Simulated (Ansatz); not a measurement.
## Mo: stationary points along a deformation path

Level of theory: DFT PBE, scalar-relativistic, plane waves, PAW (Ansatz 0.2.0). Settings: plane waves to 420 eV, k-mesh 30×30×30 (Γ-centred), Gaussian smearing 0.15 eV. No spin polarisation. Energies are free energies at this smearing, counted from the undisturbed cell; pressure is positive in compression.

Zero of the scan (relaxed at this level; with this scan's settings it stands at 0.1 GPa):

```
Mo
1.0
    -1.58022    1.58022    1.58022
     1.58022   -1.58022    1.58022
     1.58022    1.58022   -1.58022
Mo
1
Direct
  0.00000 0.00000 0.00000
```

At fixed volume and fractional coordinates, lengths along (0.000, 0.000, 1.000) are scaled against those across it; ρ is that ratio over its starting value. V = 15.784 Å³/atom. Δσ is the stress along the axis less the mean stress across it (compression positive).

| ρ | ΔE (meV/atom) | Δσ (GPa) | space group |
| --- | --- | --- | --- |
| 0.650 | 875.3 | 64.10 | I4/mmm |
| 0.707 | 601.8 | 36.71 | I4/mmm |
| 0.780 | 408.7 | 28.17 | I4/mmm |
| 0.850 | 234.5 | 34.49 | I4/mmm |
| 0.920 | 69.7 | 24.80 | I4/mmm |
| 0.960 | 17.0 | 12.66 | I4/mmm |
| 1.000 | 0.0 | 0.00 | Im-3m |
| 1.050 | 23.3 | -14.17 | I4/mmm |
| 1.100 | 84.0 | -24.98 | I4/mmm |
| 1.200 | 252.0 | -29.10 | I4/mmm |
| 1.300 | 375.1 | -17.15 | I4/mmm |
| 1.414 | 423.9 | -0.03 | Fm-3m |
| 1.500 | 405.3 | 8.26 | I4/mmm |

How does the stress give the slope of the energy, and where is the energy stationary?

Along the path d ln(length) is 2/3 d ln ρ on the axis and −1/3 d ln ρ across it, so dE/d ln ρ = −(2/3) V Δσ: the energy falls with ρ where Δσ is positive. Δσ vanishes or changes sign at ρ = 1.000 (Im-3m), a minimum at 0.0 meV/atom; at ρ = 1.414 (Fm-3m), a maximum at 423.9 meV/atom. Pairs of stationary points between two samples would go unseen, and could change a minimum read from distant neighbours into a maximum. At ρ = 1.000, 1.414 the cell is cubic, where symmetry alone makes the stress isotropic and the slope zero.

Which shear constant sets the curvature at ρ = 1?

For a cubic crystal E/V = (2/3) C (ln ρ)² with C = C′ = (C11 − C12)/2, so Δσ = −2C ln ρ. The parabola of Δσ against ln ρ through ρ = 0.960, 1 and 1.050 gives C ≈ 151 GPa with the ions clamped, rough because the steps are large.

Integrate that slope from ρ = 1 to 1.200 by the trapezoid rule.

With V/N in Å³ and 1 eV/Å³ = 160.2 GPa the slopes at ρ = 1.000, 1.050, 1.100, 1.200 are 0, 930, 1641, 1911 meV/atom per unit of ln ρ. The steps add 22.7 + 59.8 + 154.5 = 237.0 meV/atom, against 252.0 from the energies; the trapezoid rule misses the curvature of the slope within each step.

In a metal these slopes depend on the k mesh and the smearing.

Cost: 13 runs of about 2 core-minutes in all, on Intel Xeon 6975P-C (Granite Rapids) (shared hosts).